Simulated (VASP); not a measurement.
A run of VASP 6.6.1:

The input INCAR:

```
SYSTEM = HfO2
PREC     = Accurate       ! precision mode
ENCUT    = 600            ! plane-wave cutoff, eV
EDIFF    = 1E-7           ! SCF threshold, eV
ISMEAR   = 0              ! smearing method
SIGMA    = 0.02           ! smearing width, eV
LREAL    = .FALSE.        ! projectors in reciprocal space
LASPH    = .TRUE.         ! aspherical terms in the spheres
NELM     = 100            ! most SCF steps
ALGO     = Fast           ! electronic algorithm
ISIF     = 3              ! what is computed and relaxed
LWAVE    = .FALSE.        ! write WAVECAR
LCHARG   = .FALSE.        ! write CHGCAR
GGA      = PE             ! functional
IBRION   = 2              ! ionic algorithm
NSW      = 100            ! ionic steps
EDIFFG   = -0.002         ! ionic threshold
```

File KPOINTS:

```
Automatic mesh
0
G
  8 8 8
  0 0 0
```

The input POSCAR:

```
HfO2
1.0
   -0.0030415646      2.5605531559      2.5410665083
    2.5326840176     -0.0040260401      2.5661220279
    2.5626530692      2.5340470594      0.0070671508
Hf O
1 2
Direct
   -0.0158838940      0.0239759018     -0.0074573865
    0.2343650186      0.2741861381      0.2419564073
    0.7339623645      0.7740875794      0.7424513975
```

Potentials or basis: VASP PAW PBE potentials, release 64 (Hf_pv, O).

Launch:

```console
$ cat potpaw_PBE.64/Hf_pv/POTCAR potpaw_PBE.64/O/POTCAR > POTCAR
$ mpirun -np 1 vasp_std > vasp.out
```

Hardware: 1 thread of Intel(R) Xeon(R) 6975P-C (Granite Rapids) (shared host).

Question: Estimate the wall time of this run.

Answer: Wall time 6.2 min on 1 thread of Intel(R) Xeon(R) 6975P-C (Granite Rapids) (shared host), peak memory 0.31 GiB. Counts: scf iterations 64, k points 260, ion steps 7.
